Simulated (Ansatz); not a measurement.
# Ge: the cost of one run

Program: Ansatz 0.2.0. Level of theory: DFT PBE, scalar-relativistic, plane waves, PAW. These are calculated values, not measurements.

**1. The structure to begin with**

Symmetry: P4/mmm, No. 123, tetragonal system. The conventional cell has a = 4.939 Å, b = 4.939 Å, c = 2.307 Å, α = 90.00°, β = 90.00°, γ = 90.00°. Ge (site symmetry 4/mmm) is surrounded by 6 Ge at 2.31 to 2.47 Å. Around Ge (site symmetry mmm) lie 4 Ge at 2.31 to 2.47 Å.

Structure file:

```cif
data_structure
_symmetry_space_group_name_H-M 'P 1'
_symmetry_Int_Tables_number 1
_cell_length_a 4.9390
_cell_length_b 4.9390
_cell_length_c 2.3073
_cell_angle_alpha 90.000
_cell_angle_beta 90.000
_cell_angle_gamma 90.000
_cell_volume 56.28
loop_
_atom_site_label
_atom_site_type_symbol
_atom_site_fract_x
_atom_site_fract_y
_atom_site_fract_z
_atom_site_occupancy
Ge1 Ge 0.00000 0.00000 0.00000 1
Ge2 Ge 0.00000 0.50000 0.00000 1
Ge3 Ge 0.50000 0.00000 0.00000 1
```

A structure generator made this guess: 4-, 6-connected net of one element (P4/mmm, No. 123). Its size is a rough estimate.

**2. Probe: one point on a coarse mesh**

Contents of input.yaml:

```yaml
crystal:
  lattice:
    - [4.93902832, 0.0, 0.0]
    - [0.0, 4.93902832, 0.0]
    - [0.0, 0.0, 2.30731445]
  atoms:
    - { symbol: Ge, position: [0.0, 0.0, 0.0] }
    - { symbol: Ge, position: [0.0, 0.5, 0.0] }
    - { symbol: Ge, position: [0.5, 0.0, 0.0] }
basis:
  ecutwfc: 420
kpoints:
  mp_grid: { grid: [4, 4, 8] }
hamiltonian:
  xc: pbe
scf:
  occupations: { method: gaussian, width: 0.1 }
  lower_state_search: "off"
output:
  forces: true
  stress: true
  eigenvalues: true
```

The run is started by

```
> ansatz run input.yaml --threads 1 --pin off --max-ram 2048MiB --backend cpu --events-out ev --progress --plain --runs-dir out
```

Q: Estimate wall time and peak memory on 1 thread of Arm Neoverse V2, shared host.

About 2.1 s, with a peak of 0.31 GiB.
